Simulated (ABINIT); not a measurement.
## Ag: single point with PBE

Ag:

```
Ag
1.0
     0.00000    2.04275    2.04275
     2.04275    0.00000    2.04275
     2.04275    2.04275    0.00000
Ag
1
Cartesian
  0.0000 0.0000 0.0000
```

```yaml
Program: ABINIT 10.8.3 (patched build)
Task: single point
Functional: PBE
Potentials_or_basis: JTH PAW PBE v2.0
Cutoff: 463 eV
k_mesh: 7 × 7 × 7
Occupations: fermi-dirac, width 0.05 eV
Spin: no spin polarisation
Fine-grid_cutoff: 925.187 eV
Exchange_and_correlation_inside_the_PAW_spheres: full angular mesh (pawxcdev 0, this build's default; the released program takes 1)
```

The pressure is 4.4 GPa, the band gap on the k mesh is none (metal or under the smearing width) and the valence electrons inside the program's atomic spheres are Ag 9.82 (radii [1.331] Å).

Levels at points of the mesh, in eV from the Fermi level:
| k point | band 4 | band 5 | band 6 | band 7 | band 8 | band 9 |
| --- | --- | --- | --- | --- | --- | --- |
| (0.00, 0.00, 0.00) | -5.21 | -4.18 | -4.18 | 16.29 | 19.71 | 19.71 |

It took 3.8 s on 1 thread of Arm Neoverse V1 (shared host), peak memory 0.11 GiB.

Caveat: the k mesh is coarse (spacing up to 0.38 Å⁻¹), so the values aren't converged.
